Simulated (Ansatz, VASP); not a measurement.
**As: VASP beside Ansatz**

```
As
1.0
     2.70368    0.00000    0.00000
     0.00000    2.70368    0.00000
     0.00000    0.00000    2.70368
As
1
Direct
  0.50000 0.50000 0.50000
```

This isn't the form of As at room conditions, which is rhombohedral.

Alike in both runs: task single point; functional PBEsol; k mesh 10 × 10 × 10; occupations gaussian, width 0.02 eV; no spin polarisation.

```csv
,VASP,Ansatz
version,VASP 6.6.1,Ansatz 0.2.0
potentials or method,"VASP PAW PBE potentials, release 64 (As)",Ansatz PAW
plane-wave cutoff (eV),520,420
valence electrons in the cell,5,15
```

|  | VASP | Ansatz | Ansatz less VASP |
| --- | --- | --- | --- |
| gap on the k mesh at the Fermi level (eV) | none | none | - |
| pressure (GPa) | -1.2 | -1.5 | -0.30 |

A gap of «none» marks a metal or a gap that the smearing closes. The two sets of potentials don't hold the same shells in valence.

Caveats: the PAW data sets were made with another functional, which shifts forces and pressure a little (VASP); the PAW data sets come from PBE, with cores solved anew for the run's functional, which leaves a small shift of forces and pressure (Ansatz).
